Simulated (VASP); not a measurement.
Output of a VASP run:

**OSZICAR**
```
       N       E                     dE             d eps       ncg     rms          rms(c)
DAV:   1     0.906921393418E+02    0.90692E+02   -0.60997E+03   480   0.109E+03
DAV:   2     0.184913541213E+01   -0.88843E+02   -0.82974E+02   700   0.159E+02
DAV:   3    -0.549196851222E+01   -0.73411E+01   -0.73245E+01   592   0.540E+01
DAV:   4    -0.559623493427E+01   -0.10427E+00   -0.10425E+00   564   0.795E+00
DAV:   5    -0.559763684467E+01   -0.14019E-02   -0.14019E-02   608   0.944E-01    0.156E+00
DAV:   6    -0.546667816597E+01    0.13096E+00   -0.17485E-01   540   0.192E+00    0.118E+00
DAV:   7    -0.543864581656E+01    0.28032E-01   -0.15159E-01   556   0.184E+00    0.609E-01
DAV:   8    -0.544239575691E+01   -0.37499E-02   -0.10900E-02   524   0.674E-01    0.712E-02
DAV:   9    -0.544280332941E+01   -0.40757E-03   -0.13878E-03   564   0.230E-01    0.799E-02
DAV:  10    -0.544288323979E+01   -0.79910E-04   -0.12728E-04   544   0.829E-02    0.150E-02
DAV:  11    -0.544287777122E+01    0.54686E-05   -0.43487E-05   580   0.314E-02    0.541E-03
DAV:  12    -0.544287863643E+01   -0.86522E-06   -0.43343E-06   556   0.148E-02    0.240E-03
DAV:  13    -0.544287869484E+01   -0.58404E-07   -0.13332E-07   444   0.262E-03
   1 F= -.54428787E+01 E0= -.54428787E+01  d E =-.175628E-15
```

File OUTCAR:
```
------------------------ aborting loop because EDIFF is reached ----------------------------------------
  FORCE on cell =-STRESS in cart. coord.  units (eV):
  Direction    XX          YY          ZZ          XY          YZ          ZX
  --------------------------------------------------------------------------------------
  Total       -0.0032702     -0.0032702     -0.0032702      0.0000000      0.0000000      0.0000000
  in kB       -0.0514132     -0.0514132     -0.0514132      0.0000000      0.0000000      0.0000000
  external PRESSURE =      -0.0514132 kB  Pullay stress =       0.0000000 kB
  volume of cell :      101.91
      direct lattice vectors                 reciprocal lattice vectors
     4.670924700  0.000000000  0.000000000     0.214090371  0.000000000  0.000000000
     0.000000000  4.670924700  0.000000000     0.000000000  0.214090371  0.000000000
     0.000000000  0.000000000  4.670924700     0.000000000  0.000000000  0.214090371
 POSITION                                       TOTAL-FORCE (eV/Angst)
 -----------------------------------------------------------------------------------
      0.00000      0.00000      0.00000         0.000000      0.000000      0.000000
      2.33546      2.33546      2.33546         0.000000      0.000000      0.000000
 -----------------------------------------------------------------------------------
    total drift:                               -0.000000      0.000000      0.000000
  FREE ENERGIE OF THE ION-ELECTRON SYSTEM (eV)
  ---------------------------------------------------
  free  energy   TOTEN  =        -5.4428786948 eV

  energy  without entropy=       -5.4428786948  energy(sigma->0) =       -5.44287869
```
(Selected blocks of OUTCAR.)

POSCAR:
```
CsI
1
    4.6709246997     0.0000000000     0.0000000000
    0.0000000000     4.6709246997     0.0000000000
    0.0000000000     0.0000000000     4.6709246997
Cs I
1 1
Direct
  0.0000000000   0.0000000000   0.0000000000
  0.5000000000   0.5000000000   0.5000000000
```

Question: Write an INCAR and KPOINTS that could have produced this output.

Answer: This is not unique; one that fits is the input of the run itself, PBE GGA, plane waves, VASP's PBE PAW potentials (set 64).

File KPOINTS:
```
Automatic
0
Gamma
6 6 6
0 0 0
```

INCAR:
```
LASPH  =  T
ISIF  =  2   ! forces and stress, cell fixed
ENCUT  =  520
LCHARG  =  F
LREAL  =  F   ! projection in real space or not
ALGO  =  Normal
EDIFF  =  1E-7   ! SCF stop (eV)
PREC  =  Accurate
SIGMA  =  0.05   ! width (eV)
GGA  =  PE
LMAXMIX  =  4   ! l cut-off of mixed one-centre charges
ISMEAR  =  0
SYSTEM  =  CsI
NELM  =  100   ! most electronic steps
LWAVE  =  F
```

POTCAR, in this order: Cs_sv I (PBE.64 set). Program: vasp_std.

The compound is CsI in the CsCl type structure. It was relaxed first, which changed the volume by +7 %.
